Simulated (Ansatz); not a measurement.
Relaxed structure of HCOOH on the (100) surface of Cu, one molecule per 25.4 Å² (the molecule's atoms stand last):

```
CELL_PARAMETERS angstrom
5.03937 0.00000 0.00000
0.00000 5.03937 0.00000
0.00000 0.00000 23.34506
ATOMIC_POSITIONS crystal
Cu 0.25000 0.25000 0.34268
Cu 0.25000 0.75000 0.34268
Cu 0.75000 0.25000 0.34268
Cu 0.75000 0.75000 0.34268
Cu 0.50000 0.50000 0.41900
Cu 0.50000 0.00000 0.41900
Cu 0.00000 0.50000 0.41900
Cu 0.00000 0.00000 0.41900
Cu 0.75270 0.75220 0.49690
Cu 0.75253 0.24745 0.49726
Cu 0.24750 0.75250 0.49685
Cu 0.24781 0.24729 0.49689
Cu 0.99947 0.00053 0.57755
Cu 0.00211 0.50145 0.57143
Cu 0.49844 0.99790 0.57145
Cu 0.50041 0.49963 0.57104
O 0.26906 0.72920 0.69642
C 0.08603 0.91049 0.70663
O 0.95960 0.03810 0.67122
H 0.29223 0.70758 0.65344
H 0.05524 0.93839 0.75313
```

These are results of Ansatz 0.2.0, DFT PBE+D3(BJ), scalar-relativistic, plane waves, PAW, not measurements. Plane waves to 420 eV, a k mesh through Γ of 4×4×1 on the computed 21-atom cell and Gaussian smearing (0.10 eV); no spin polarisation. A dipole correction removes the field between periodic images along c.

The slab and the molecular layer are also computed alone at these places.

Task: How does the adsorption energy per molecule split into interaction and deformation?

Result: E_ads = -0.673 eV: interaction of the rigid parts -0.691 eV, deformation of the slab +0.039 eV, deformation of the molecule with its lateral interactions -0.021 eV.

Task: How much charge moves across the plane at z = 14.37 Å, midway between slab and molecule?

Result: About 0.04 electrons a cell move down to the slab; half the integral of |Δρ| is 0.31 e.

Spin polarisation was left out, and a magnetic state may lie lower.